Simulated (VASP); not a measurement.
# Sc (P6_3/mmc) in VASP: reference runs

Aim: a first look at Sc with PBE, on the cell as given and on a disturbed one.

Everything below comes from runs of VASP 6.6.1. Logs are shortened: lines on timing, memory, paths and dates and some standing lists are left out, and cuts for length are marked.

### Step 1. The structure

Symmetry: P6_3/mmc, No. 194, hexagonal system. The conventional cell has a = 3.309 Å, b = 3.309 Å, c = 5.273 Å, α = 90.00°, β = 90.00°, γ = 120.00°. Around Sc (site symmetry -6m2) lie 12 Sc at 3.26 to 3.31 Å.

### Step 2. Single point, PBE

The input, INCAR:

```
ALGO     = Normal         # electronic algorithm
EDIFF    = 1E-7           # SCF threshold, eV
ENCUT    = 520            # plane-wave cutoff, eV
GGA      = PE             # functional
ISIF     = 2              # what is computed and relaxed
ISMEAR   = -1             # smearing method
LASPH    = True           # aspherical terms in the spheres
LCHARG   = False          # write CHGCAR
LREAL    = False          # projectors in reciprocal space
LWAVE    = False          # write WAVECAR
NBANDS   = 18             # bands
NELM     = 60             # most SCF steps
PREC     = Accurate       # precision mode
SIGMA    = 0.05           # smearing width, eV
```

The input, KPOINTS:

```
k-points
0
Gamma
  9 9 5
```

The input, POSCAR:

```
Sc
1.0
    3.3090000000      0.0000000000      0.0000000000
   -1.6545000000      2.8656780611      0.0000000000
    0.0000000000      0.0000000000      5.2733000000
Sc
2
Direct
    0.6666666667      0.3333333333      0.7500000000
    0.3333333333      0.6666666667      0.2500000000
```

Potentials or basis: VASP PAW PBE potentials, release 64 (Sc_sv).

Command:

```bash
$ cat potpaw_PBE.64/Sc_sv/POTCAR > POTCAR
$ mpirun -np 1 vasp_std > vasp.out
```

OUTCAR:

```text
EDIFF = 1E-7
   ENCUT = 520
   GGA = PE
   ISIF = 2
   ISMEAR = -1
   LASPH = True
   LREAL = False
   NELM = 60
   PREC = Accurate

 ion  position               nearest neighbor table
   1  0.667  0.333  0.750-   2 3.26   2 3.26   2 3.26   2 3.26   2 3.26   2 3.26
   2  0.333  0.667  0.250-   1 3.26   1 3.26   1 3.26   1 3.26   1 3.26   1 3.26

  LATTYP: Found a hexagonal cell.
 ALAT       =     3.3090000000
 C/A-ratio  =     1.5936234512

  Lattice vectors:

 A1 = (   3.3090000000,   0.0000000000,   0.0000000000)
 A2 = (  -1.6545000000,   2.8656780611,   0.0000000000)
 A3 = (   0.0000000000,   0.0000000000,   5.2733000000)

Analysis of symmetry for initial positions (statically):
=====================================================================
 Subroutine PRICEL returns:
 Original cell was already a primitive cell.

 Routine SETGRP: Setting up the symmetry group for a
 hexagonal supercell.

 Subroutine GETGRP returns: Found 24 space group operations
 (whereof 12 operations were pure point group operations)
 out of a pool of 24 trial point group operations.

The static configuration has the point symmetry D_3d.
 The point group associated with its full space group is D_6h.

Analysis of symmetry for dynamics (positions and initial velocities):
=====================================================================
 Subroutine PRICEL returns:
 Original cell was already a primitive cell.

 Routine SETGRP: Setting up the symmetry group for a
 hexagonal supercell.

 Subroutine GETGRP returns: Found 24 space group operations
 (whereof 12 operations were pure point group operations)
 out of a pool of 24 trial point group operations.

The dynamic configuration has the point symmetry D_3d.
 The point group associated with its full space group is D_6h.

 Subroutine INISYM returns: Found 24 space group operations
 (whereof 12 operations are pure point group operations),
 and found     1 'primitive' translations

----------------------------------------------------------------------------------------

                                     Primitive cell

  volume of cell :      50.0042

  direct lattice vectors                    reciprocal lattice vectors
     3.309000000  0.000000000  0.000000000     0.302206105  0.174478776  0.000000000
    -1.654500000  2.865678061  0.000000000     0.000000000  0.348957552  0.000000000
     0.000000000  0.000000000  5.273300000     0.000000000  0.000000000  0.189634574

  length of vectors
     3.309000000  3.309000000  5.273300000     0.348957552  0.348957552  0.189634574

  position of ions in fractional coordinates (direct lattice)
     0.666666667  0.333333333  0.750000000
     0.333333333  0.666666667  0.250000000

  ion indices of the primitive-cell ions
   primitive index   ion index
                 1           1
                 2           2

----------------------------------------------------------------------------------------

 KPOINTS: k-points

Automatic generation of k-mesh.
 Grid dimensions read from file:
 generate k-points for:    9    9    5

 Generating k-lattice:

  Cartesian coordinates                     Fractional coordinates (reciprocal lattice)
     0.033578456  0.019386531  0.000000000     0.111111111 -0.000000000  0.000000000
     0.000000000  0.038773061  0.000000000     0.000000000  0.111111111  0.000000000
     0.000000000  0.000000000  0.037926915     0.000000000  0.000000000  0.200000000

  Length of vectors
     0.038773061  0.038773061  0.037926915

  Shift w.r.t. Gamma in fractional coordinates (k-lattice)
     0.000000000  0.000000000  0.000000000

 Subroutine IBZKPT returns following result:
 ===========================================

 Found     36 irreducible k-points:

 Following reciprocal coordinates:
            Coordinates               Weight
  0.000000  0.000000  0.000000      1.000000
  0.111111 -0.000000  0.000000      6.000000
  0.222222  0.000000  0.000000      6.000000
  0.333333  0.000000  0.000000      6.000000
  0.444444  0.000000  0.000000      6.000000
  0.111111  0.111111  0.000000      6.000000
[... 28 lines left out ...]
  0.333333  0.222222  0.400000     24.000000
  0.333333  0.333333  0.400000      4.000000
   k-points           NKPTS =     36   k-points in BZ     NKDIM =     36   number of bands    NBANDS=     18
   number of dos      NEDOS =    301   number of ions     NIONS =      2
   total plane-waves  NPLWV =  31360
   dimension x,y,z NGX =    28 NGY =   28 NGZ =   40
   dimension x,y,z NGXF=    56 NGYF=   56 NGZF=   80
   ions per type =               2
   NGX,Y,Z   is equivalent  to a cutoff of  14.07, 14.07, 12.61 a.u.
   NGXF,Y,Z  is equivalent  to a cutoff of  28.13, 28.13, 25.22 a.u.
 SYSTEM =  unknown system
   PREC   = accura    normal or accurate (medium, high low for compatibility)
   ISTART =      0    job   : 0-new  1-cont  2-samecut
   ICHARG =      2    charge: 1-file 2-atom 10-const
   ISPIN  =      1    spin polarized calculation?
   LNONCOLLINEAR =      F non collinear calculations
   LSORBIT =      F    spin-orbit coupling
   LASPH  =      T    aspherical Exc in radial PAW
   ENCUT  =  520.0 eV  38.22 Ry    6.18 a.u.   6.15  6.15  9.80*2*pi/ulx,y,z
   NELM   =     60;   NELMIN=  2; NELMDL= -5     # of ELM steps
   EDIFF  = 0.1E-06   stopping-criterion for ELM
   LREAL  =      F    real-space projection
   EDIFFG = 0.1E-05   stopping-criterion for IOM
   NSW    =      0    number of steps for IOM
   IBRION =     -1    ionic relax: 0-MD 1-quasi-New 2-CG
   NFREE  =      0    steps in history (QN), initial steepest desc. (CG)
   ISIF   =      2    stress and relaxation
   ISYM   =      2    0-nonsym 1-usesym 2-fastsym
   POTIM  = 0.5000    time-step for ionic-motion
   TEBEG  =    0.0;   TEEND  =   0.0 temperature during run
   PSTRESS=    0.0 pullay stress
   NELECT =      22.0000    total number of electrons
   NUPDOWN=      -1.0000    fix difference up-down
   EMIN   =  10.00;   EMAX   =-10.00  energy-range for DOS
   EFERMI =   0.00;   METHOD = LEGACY
   ISMEAR =    -1;   SIGMA  =   0.05  broadening in eV -4-tet -1-fermi 0-gaus
   EFERMI_NEDOS =   21; number of points for ismear=-14 and -15
   IALGO  =     38    algorithm
   IMIX   =      4    mixing-type and parameters
     AMIX     =   0.40;   BMIX     =  1.00
     AMIX_MAG =   1.60;   BMIX_MAG =  1.00
  volume/ion in A,a.u.               =      25.00       168.72
  Fermi-wavevector in a.u.,A,eV,Ry     =   1.245127  2.352948 21.093660  1.550340
  Thomas-Fermi vector in A             =   2.379363
   LORBIT       =      0    0 simple, 1 ext, 2 COOP (PROOUT), +10 PAW based schemes
   GGA     = PE    functional components
   LHFCALC =     F    Hartree Fock is set to
   AEXX    =    0.0000 exact exchange contribution
   IVDW    =     0    specifies the selected vdW correction
   LEPSILON=     F    determine dielectric tensor
   LRPA    =     F    only Hartree local field effects (RPA)
 non-spin polarized calculation
  energy-cutoff  :      520.00
  volume of cell :       50.00
 maximum number of plane-waves:      1387
 NGX is ok and might be reduce to    28
   NGX = 13   NGY = 13   NGZ = 19

 number of electron      22.0000000 magnetization

 Free energy of the ion-electron system (eV)
  ---------------------------------------------------
  ext. energy  EPLUGINS =         0.00000000
  ---------------------------------------------------
  free energy    TOTEN  =       -12.51019235 eV

  energy without entropy =      -12.47413326  energy(sigma->0) =      -12.49216281

 E-fermi :   3.5992     XC(G=0):  -9.8213

 val. band max:        3.5902122000   @ k =   0.3333   0.1111   0.4000
 cond. band min:       3.6024482964   @ k =   0.4444   0.1111   0.4000
 fundamental gap:      0.0122360965
 Fermi energy:         3.5991507413

 k-point     1 :       0.0000    0.0000    0.0000
  band No.  band energies     occupation
      1     -45.8610      2.00000
      2     -45.8000      2.00000
      3     -24.6660      2.00000
      4     -24.3441      2.00000
      5     -24.3441      2.00000
      6     -24.2877      2.00000
[... 10 lines left out ...]
     17       5.9595      0.00000
     18       5.9595      0.00000

 k-point     2 :       0.1111   -0.0000    0.0000
  band No.  band energies     occupation
      1     -45.8555      2.00000
      2     -45.7977      2.00000
      3     -24.6510      2.00000
      4     -24.3748      2.00000
      5     -24.3542      2.00000
      6     -24.3196      2.00000
[... 10 lines left out ...]
     17       5.7709      0.00000
     18       5.8067      0.00000

 k-point     3 :       0.2222    0.0000    0.0000
  band No.  band energies     occupation
      1     -45.8411      2.00000
      2     -45.7926      2.00000
      3     -24.6099      2.00000
      4     -24.4533      2.00000
      5     -24.3982      2.00000
      6     -24.3788      2.00000
[... 10 lines left out ...]
     17       6.0232      0.00000
     18       6.2446      0.00000

 k-point     4 :       0.3333    0.0000    0.0000
  band No.  band energies     occupation
      1     -45.8232      2.00000
      2     -45.7881      2.00000
      3     -24.5538      2.00000
      4     -24.5437      2.00000
      5     -24.4839      2.00000
      6     -24.4056      2.00000
[... 627 lines left out ...]
      4     -24.5720      2.00000
      5     -24.4363      2.00000
      6     -24.4196      2.00000
[... 10 lines left out ...]
     17       7.0367      0.00000
     18       7.5281      0.00000

 k-point    35 :       0.3333    0.2222    0.4000
  band No.  band energies     occupation
      1     -45.7973      2.00000
      2     -45.7930      2.00000
      3     -24.6034      2.00000
      4     -24.5896      2.00000
      5     -24.4767      2.00000
      6     -24.4456      2.00000
[... 10 lines left out ...]
     17       7.1203      0.00000
     18       7.4071      0.00000

 k-point    36 :       0.3333    0.3333    0.4000
  band No.  band energies     occupation
      1     -45.7932      2.00000
      2     -45.7932      2.00000
      3     -24.5795      2.00000
      4     -24.5795      2.00000
      5     -24.5170      2.00000
      6     -24.4787      2.00000
[... 10 lines left out ...]
     17       7.1739      0.00000
     18       7.1739      0.00000

------------------------ aborting loop because EDIFF is reached ----------------------------------------

  FORCE on cell =-STRESS in cart. coord.  units (eV):
  Direction    XX          YY          ZZ          XY          YZ          ZX
  --------------------------------------------------------------------------------------
  -------------------------------------------------------------------------------------
  Total       -0.0437459     -0.0437459     -0.5157466      0.0000000      0.0000000      0.0000000
  in kB       -1.4016567     -1.4016567    -16.5249550      0.0000000      0.0000000      0.0000000
  external PRESSURE =      -6.4427561 kB  Pullay stress =       0.0000000 kB

 VOLUME and BASIS-vectors are now :
 -----------------------------------------------------------------------------
  energy-cutoff  :      520.00
  volume of cell :       50.00
      direct lattice vectors                 reciprocal lattice vectors
     3.309000000  0.000000000  0.000000000     0.302206105  0.174478776  0.000000000
    -1.654500000  2.865678061  0.000000000     0.000000000  0.348957552  0.000000000
     0.000000000  0.000000000  5.273300000     0.000000000  0.000000000  0.189634574

 POSITION                                       TOTAL-FORCE (eV/Angst)
 -----------------------------------------------------------------------------------
      1.65450      0.95523      3.95498        -0.000000      0.000000      0.000000
     -0.00000      1.91045      1.31832         0.000000     -0.000000      0.000000
 -----------------------------------------------------------------------------------
    total drift:                               -0.000000      0.000000     -0.000000

  FREE ENERGIE OF THE ION-ELECTRON SYSTEM (eV)
  ---------------------------------------------------
  free  energy   TOTEN  =       -12.5101923549 eV

  energy  without entropy=      -12.4741332647  energy(sigma->0) =      -12.49216281
```

It took 17 s on 1 thread of AMD EPYC 9R45 (Zen 5), shared host; peak memory 0.15 GiB.

What came out:

```
Free energy            : -12.5102 eV
Pressure               : -0.6 GPa
Band gap on the k mesh : none (metal or under the smearing width)
```

Stress tensor (GPa, compression positive):
```
-0.14  0.00  0.00
 0.00 -0.14  0.00
 0.00  0.00 -1.65
```

### Step 3. Single point, PBE (atoms moved at random, drawn with an rms of 0.05 Å)

The input, INCAR:

```
SYSTEM = Sc
PREC = Accurate
ENCUT = 520
EDIFF = 1E-7
ISMEAR = -1
SIGMA = 0.05
LREAL = .FALSE.
LASPH = .TRUE.
NELM = 80
ALGO = Normal
ISIF = 2
LWAVE = .FALSE.
LCHARG = .TRUE.
GGA = PE
LELF = .TRUE.
LVHAR = .TRUE.
NBANDS = 18
```

The input, KPOINTS:

```
regular mesh
0
G
  9 9 5
  0 0 0
```

The input, POSCAR:

```
Sc
1.0
    3.3090000000      0.0000000000      0.0000000000
   -1.6545000000      2.8656780611      0.0000000000
    0.0000000000      0.0000000000      5.2733000000
Sc
2
Direct
    0.6691860000      0.3239330000      0.7463070000
    0.3351240000      0.6657790000      0.2468990000
```

Potentials or basis: VASP PAW PBE potentials, release 64 (Sc_sv).

Command:

```bash
$ cat potpaw_PBE.64/Sc_sv/POTCAR > POTCAR
$ mpirun -np 1 vasp_std > vasp.out
```

OUTCAR:

```text
SYSTEM = Sc
   PREC = Accurate
   ENCUT = 520
   EDIFF = 1E-7
   ISMEAR = -1
   LREAL = .FALSE.
   LASPH = .TRUE.
   NELM = 80
   ISIF = 2
   GGA = PE

 ion  position               nearest neighbor table
   1  0.669  0.324  0.746-   2 3.24   2 3.24   2 3.25   2 3.26   2 3.27   2 3.27
   2  0.335  0.666  0.247-   1 3.24   1 3.24   1 3.25   1 3.26   1 3.27   1 3.27

  LATTYP: Found a hexagonal cell.
 ALAT       =     3.3090000000
 C/A-ratio  =     1.5936234512

  Lattice vectors:

 A1 = (   3.3090000000,   0.0000000000,   0.0000000000)
 A2 = (  -1.6545000000,   2.8656780611,   0.0000000000)
 A3 = (   0.0000000000,   0.0000000000,   5.2733000000)

Analysis of symmetry for initial positions (statically):
=====================================================================
 Subroutine PRICEL returns:
 Original cell was already a primitive cell.

 Routine SETGRP: Setting up the symmetry group for a
 hexagonal supercell.

 Subroutine GETGRP returns: Found  2 space group operations
 (whereof  1 operations were pure point group operations)
 out of a pool of 24 trial point group operations.

The static configuration has the point symmetry C_1 .
 The point group associated with its full space group is S_2 .

Analysis of symmetry for dynamics (positions and initial velocities):
=====================================================================
 Subroutine PRICEL returns:
 Original cell was already a primitive cell.

 Routine SETGRP: Setting up the symmetry group for a
 hexagonal supercell.

 Subroutine GETGRP returns: Found  2 space group operations
 (whereof  1 operations were pure point group operations)
 out of a pool of 24 trial point group operations.

The dynamic configuration has the point symmetry C_1 .
 The point group associated with its full space group is S_2 .

 Subroutine INISYM returns: Found  2 space group operations
 (whereof  1 operations are pure point group operations),
 and found     1 'primitive' translations

[... 138 lines left out ...]
   IMIX   =      4    mixing-type and parameters
     AMIX     =   0.40;   BMIX     =  1.00
     AMIX_MAG =   1.60;   BMIX_MAG =  1.00
  volume/ion in A,a.u.               =      25.00       168.72
  Fermi-wavevector in a.u.,A,eV,Ry     =   1.245127  2.352948 21.093660  1.550340
  Thomas-Fermi vector in A             =   2.379363
   LORBIT       =      0    0 simple, 1 ext, 2 COOP (PROOUT), +10 PAW based schemes
   GGA     = PE    functional components
   LHFCALC =     F    Hartree Fock is set to
   AEXX    =    0.0000 exact exchange contribution
   IVDW    =     0    specifies the selected vdW correction
   LEPSILON=     F    determine dielectric tensor
   LRPA    =     F    only Hartree local field effects (RPA)
 non-spin polarized calculation
  energy-cutoff  :      520.00
  volume of cell :       50.00
 maximum number of plane-waves:      1387
 NGX is ok and might be reduce to    28
   NGX = 13   NGY = 13   NGZ = 19

 number of electron      21.9999999 magnetization

 Free energy of the ion-electron system (eV)
  ---------------------------------------------------
  ext. energy  EPLUGINS =         0.00000000
  ---------------------------------------------------
  free energy    TOTEN  =       -12.50963909 eV

  energy without entropy =      -12.47369707  energy(sigma->0) =      -12.49166808

 E-fermi :   3.5990     XC(G=0):  -9.8213

 val. band max:        3.5990157276   @ k =  -0.1111  -0.3333  -0.4000
 cond. band min:       3.5992704585   @ k =   0.1111   0.3333  -0.4000
 fundamental gap:      0.0002547309
 Fermi energy:         3.5990355030

 k-point     1 :       0.0000    0.0000    0.0000
  band No.  band energies     occupation
      1     -45.8612      2.00000
      2     -45.8001      2.00000
      3     -24.6663      2.00000
      4     -24.3463      2.00000
      5     -24.3420      2.00000
      6     -24.2892      2.00000
[... 817 lines left out ...]
      5     -24.4758      2.00000
      6     -24.4696      2.00000
[... 10 lines left out ...]
     17       7.3295      0.00000
     18       7.3303      0.00000

 [... further k-points ...]

------------------------ aborting loop because EDIFF is reached ----------------------------------------

  FORCE on cell =-STRESS in cart. coord.  units (eV):
  Direction    XX          YY          ZZ          XY          YZ          ZX
  --------------------------------------------------------------------------------------
  -------------------------------------------------------------------------------------
  Total       -0.0775586     -0.0122030     -0.5138984      0.0223837      0.0003990     -0.0003010
  in kB       -2.4850429     -0.3909946    -16.4657394      0.7171929      0.0127841     -0.0096430
  external PRESSURE =      -6.4472590 kB  Pullay stress =       0.0000000 kB

 VOLUME and BASIS-vectors are now :
 -----------------------------------------------------------------------------
  energy-cutoff  :      520.00
  volume of cell :       50.00
      direct lattice vectors                 reciprocal lattice vectors
     3.309000000  0.000000000  0.000000000     0.302206105  0.174478776  0.000000000
    -1.654500000  2.865678061  0.000000000     0.000000000  0.348957552  0.000000000
     0.000000000  0.000000000  5.273300000     0.000000000  0.000000000  0.189634574

 POSITION                                       TOTAL-FORCE (eV/Angst)
 -----------------------------------------------------------------------------------
      1.67839      0.92829      3.93550        -0.019808      0.030417      0.011270
      0.00739      1.90791      1.30197         0.019808     -0.030417     -0.011270
 -----------------------------------------------------------------------------------
    total drift:                                0.000000      0.000002      0.000047

  FREE ENERGIE OF THE ION-ELECTRON SYSTEM (eV)
  ---------------------------------------------------
  free  energy   TOTEN  =       -12.5096390894 eV

  energy  without entropy=      -12.4736970710  energy(sigma->0) =      -12.49166808
```

It took 2.1 min on 1 thread of AMD EPYC 9R45 (Zen 5), shared host; peak memory 0.25 GiB.

Results:

- Free energy: -12.5096 eV
- Pressure: -0.6 GPa
- Largest force: 0.038 eV/Å
- Band gap on the k mesh: none (metal or under the smearing width)

Forces in eV/Å, atoms in the order of the input:
```
Sc  -0.020  0.030  0.011
Sc   0.020 -0.030 -0.011
```

Levels at points of the mesh, in eV from the Fermi level:
```tsv
k point	band 9	band 10	band 11	band 12	band 13	band 14
(0.00, 0.00, 0.00)	-5.11	-1.66	0.42	1.58	1.60	1.70
```
